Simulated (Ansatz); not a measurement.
Crystal: VH2.

```
V H
1.0
     0.00000    2.13550    2.13550
     2.13550    0.00000    2.13550
     2.13550    2.13550    0.00000
V H
1 2
Direct
  0.00000 0.00000 0.00000
  0.75000 0.75000 0.75000
  0.25000 0.25000 0.25000
```

```yaml
Program: Ansatz 0.2.0
Task: relaxation of cell and atoms
Functional: r2SCAN
Dispersion: D4
Potentials_or_basis: Ansatz PAW
Cutoff: "500 eV (not typed: the program's choice for these potentials)"
k_mesh: 11 × 11 × 11
Occupations: fermi-dirac, width 0.05 eV
Spin: collinear spin, ferromagnetic start
Starting_moments: "[2.0, 0.0, 0.0] μB"
```

At the start: volume 6.49 Å³/atom.

Task: Where does the relaxation end?

Result: It ends after 6 steps and the volume is 6.05 Å³/atom (-6.8 %); space group Fm-3m (No. 225, to 0.05 Å); moment 0.12 μB per cell.

The path:
```csv
step,energy change (eV),largest force (eV/Å),volume (Å³)
1,0.0000,0.0000,19.48
2,-0.0205,0.0000,18.91
3,-0.0369,0.0000,18.43
4,-0.0394,0.0000,18.15
5,-0.0394,0.0000,18.16
6,-0.0386,0.0000,18.16
```

Final structure:
```cif
data_structure
_symmetry_space_group_name_H-M 'P 1'
_symmetry_Int_Tables_number 1
_cell_length_a 2.9502
_cell_length_b 2.9502
_cell_length_c 2.9502
_cell_angle_alpha 60.000
_cell_angle_beta 60.000
_cell_angle_gamma 60.000
_cell_volume 18.16
loop_
_atom_site_label
_atom_site_type_symbol
_atom_site_fract_x
_atom_site_fract_y
_atom_site_fract_z
_atom_site_occupancy
V1 V 0.00000 0.00000 0.00000 1
H1 H 0.75000 0.75000 0.75000 1
H2 H 0.25000 0.25000 0.25000 1
```

Caveat: the magnetic or orbital state may not be the lowest; the plane-wave basis is chosen anew once the cell has moved, so the energies of steps on either side of that aren't comparable; pairwise dispersion overbinds metals, which lowers pressure and volume; the PAW data sets come from PBE, with cores solved anew for the run's functional, which leaves a small shift of forces and pressure; the starting moments weren't kept.
